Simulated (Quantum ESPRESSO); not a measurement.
TePt: equation of state with PBEsol

Crystal: TePt.

```xyz
4
Lattice="1.9816 1.1441 6.6610 -1.9816 1.1441 6.6610 0.0000 -2.2881 6.6610" Properties=species:S:1:pos:R:3 pbc="T T T"
Pt    0.0000    0.0000    2.5911
Pt    0.0000    0.0000   17.3920
Te    0.0000    0.0000    8.0332
Te    0.0000    0.0000   11.9499
```

```json
{
  "Program": "Quantum ESPRESSO 7.5",
  "Task": "equation of state",
  "Functional": "PBEsol",
  "Potentials or basis": "GBRV 1.5 PBEsol",
  "Cutoff": "612 eV",
  "Density cutoff": "4898 eV",
  "k mesh": "8 × 8 × 8",
  "Occupations": "fermi-dirac, width 0.05 eV",
  "Spin": "no spin polarisation",
  "Mixing beta": "0.5",
  "Most SCF iterations": "120",
  "SCF threshold": "8e-10 Ry"
}
```

```
Equilibrium volume                        : 22.83 Å³/atom
Bulk modulus at fixed shape and positions : 132 GPa
Pressure derivative of the bulk modulus   : 5.2
```

Energy against volume, from the lowest point:
```
volume (Å³/atom)  energy (meV/atom)
          21.292              48.73
          21.745              22.92
          22.198               7.05
          22.651               0.00
          23.104               0.73
          23.557               8.38
          24.010              22.11
```

All runs of the series together: 20 min on 2 threads of Arm Neoverse V1 (shared host).

Caveat: the cell was scaled at fixed shape and fractional positions, which overstates the stiffness of a crystal with free parameters, most of all of layers and chains. Spin-orbit coupling is left out, which matters for the levels of Pt, Te.
